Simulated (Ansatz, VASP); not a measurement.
# Two plane-wave programs on MgO

INCAR

```
SYSTEM = MgO
ALGO     = Normal         ! electronic algorithm
EDIFF    = 1E-7           ! SCF threshold, eV
ENCUT    = 520            ! plane-wave cutoff, eV
GGA      = PE             ! functional
ISIF     = 2              ! what is computed and relaxed
ISMEAR   = 0              ! smearing method
LASPH    = .True.         ! aspherical terms in the spheres
LCHARG   = .False.        ! write CHGCAR
LREAL    = .False.        ! projectors in reciprocal space
LWAVE    = .False.        ! write WAVECAR
NBANDS   = 11             ! bands
NELM     = 80             ! most SCF steps
PREC     = Accurate       ! precision mode
SIGMA    = 0.05           ! smearing width, eV
```

Contents of KPOINTS:

```
k-points
0
Gamma
  9 9 8
  0 0 0
```

Contents of POSCAR:

```
MgO
1.0
    2.9380209034      0.0000000000      0.0000000000
   -1.4690104517      2.5444007392      0.0000000000
    0.0000000000      0.0000000000      2.6796800000
Mg O
1 1
Direct
   -0.1452661275      0.1179059554      0.0000000000
    0.3333333333      0.6666666667      0.5000000000
```

Input for Ansatz:

```yaml
crystal:
  lattice:
    - [2.9380209034, 0.0, 0.0]
    - [-1.4690104517, 2.5444007392, 0.0]
    - [0.0, 0.0, 2.67968]
  atoms:
    - { symbol: Mg, position: [-0.1452661275, 0.1179059554, 0.0] }
    - { symbol: O, position: [0.3333333333, 0.6666666667, 0.5] }
basis:
  ecutwfc: 420
kpoints:
  mp_grid: { grid: [9, 9, 8] }
hamiltonian:
  xc: pbe
scf:
  occupations: { method: gaussian, width: 0.05 }
output:
  forces: true
  stress: true
  eigenvalues: true
```

Alike in both runs: task single point; functional PBE; k mesh 9 × 9 × 8; occupations gaussian, width 0.05 eV; no spin polarisation.

|  | VASP | Ansatz |
| --- | --- | --- |
| version | VASP 6.6.1 | Ansatz 0.2.0 |
| potentials or method | VASP PAW PBE potentials, release 64 (Mg, O) | scalar-relativistic, plane waves, PAW |
| plane-wave cutoff (eV) | 520 | 420 |
| valence electrons in the cell | 8 | 16 |

```tsv
	VASP	Ansatz	Ansatz less VASP
gap on the k mesh at the Fermi level (eV)	2.31	2.34	+0.022
least direct gap on the mesh (eV)	2.81	2.83	+0.022
pressure (GPa)	10.9	11.3	+0.44
largest component of the traceless stress (GPa)	3.36	3.40	+0.034
rms of the force components (eV/Å)	0.336	0.332	-0.0040
```

Atom by atom the forces differ by 0.004 eV/Å (rms over components). The two sets of potentials don't hold the same shells in valence.

Caveats: an odd mesh through Γ misses points on the zone boundary, where band edges often lie.
